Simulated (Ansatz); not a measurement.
Here is an Ansatz 0.2.0 calculation.

The input input.yaml:

```yaml
crystal:
  lattice:
    - [0.0, 2.82685, 2.82685]
    - [2.82685, 0.0, 2.82685]
    - [2.82685, 2.82685, 0.0]
  atoms:
    - { symbol: As, position: [0.75, 0.75, 0.75] }
    - { symbol: Ga, position: [0.0, 0.0, 0.0] }
hamiltonian:
  xc: hf
  pseudopotentials: { kind: paw }
kpoints:
  mp_grid: { grid: [4, 4, 4] }
scf:
  occupations: { method: fermi_dirac, width: 0.05 }
output:
  forces: true
  stress: true
relax:
  f_tol: 0.01
  max_steps: 40
  cell: { stress_tol: 0.05 }
```

Potentials or basis: Ansatz PAW.

The run is started by

```sh
$ ansatz run input.yaml --threads 2 --pin off --max-ram 5632MiB --backend cpu --events-out ev --progress --plain --runs-dir out
```

(1) Predict the relaxed volume.

(2) Estimate the relaxed cell.

Results:

(1) 23.91 Å³/atom.

(2) a = 4.074 Å, b = 4.074 Å, c = 4.074 Å, α = 60.00°, β = 60.00°, γ = 60.00°.

Caveat: the k mesh is coarse (spacing up to 0.48 Å⁻¹), so the values aren't converged, least of all with exact exchange; the PAW data sets come from PBE, with cores solved anew for the run's functional, which leaves a small shift of forces and pressure.
